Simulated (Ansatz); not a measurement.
Lu, DFT, PBE, PAW with Ansatz's default frozen-core files, fully relativistic files with spin-orbit coupling (Ansatz 0.2.0), run on 1 thread of Arm Neoverse V2 on a shared host.

The cell is COD entry 1538083, as deposited and not checked against the literature; nothing was relaxed.

Command: `ansatz run input.yaml --threads 1 --pin off --max-ram 2048MiB --backend cpu --events-out ev --progress --plain --runs-dir out`

```yaml
crystal:
  lattice:
    - [3.5098988894, 0.0, 0.0]
    - [-1.7549494447, 3.039661603, 0.0]
    - [0.0, 0.0, 5.5666]
  atoms:
    - { symbol: Lu, position: [0.3333333333, 0.6666666667, 0.25] }
    - { symbol: Lu, position: [0.6666666667, 0.3333333333, 0.75] }
kpoints:
  mp_grid: { grid: [13, 13, 8] }
  band_path:
    path:
      - [0.0, 0.0, 0.0]
      - [0.5, 0.0, 0.0]
      - [0.3333333333, 0.3333333333, 0.0]
      - [0.0, 0.0, 0.0]
      - [0.0, 0.0, 0.5]
      - [0.5, 0.0, 0.5]
      - [0.3333333333, 0.3333333333, 0.5]
      - [0.0, 0.0, 0.5]
      - [0.5, 0.0, 0.5]
    npoints: 5
scf:
  occupations: { method: fermi_dirac, width: 0.03 }
hamiltonian:
  xc: pbe
  pseudopotentials: { kind: paw_fr }
output:
  forces: true
  stress: true
  eigenvalues: true
  efg: { contact_densities: true }
magnetization:
  noncollinear: true
  spin_orbit: true
```

Q: How large is the problem that the program sets up?

A: 105 irreducible k-points, 1141 plane waves at Γ, 62 bands.

Q: Estimate the wall time and the peak memory.

A: 2 min of wall time for 8 SCF iterations, with a peak of 0.93 GiB. Times on shared machines scatter by tens of per cent.

Q: And the same cell and mesh by full-potential LAPW, asked for forces, stress, eigenvalues, noncollinear, spin_orbit and the same band path, on the same hardware?

A: 9.6 min, peak memory 1.2 GiB.
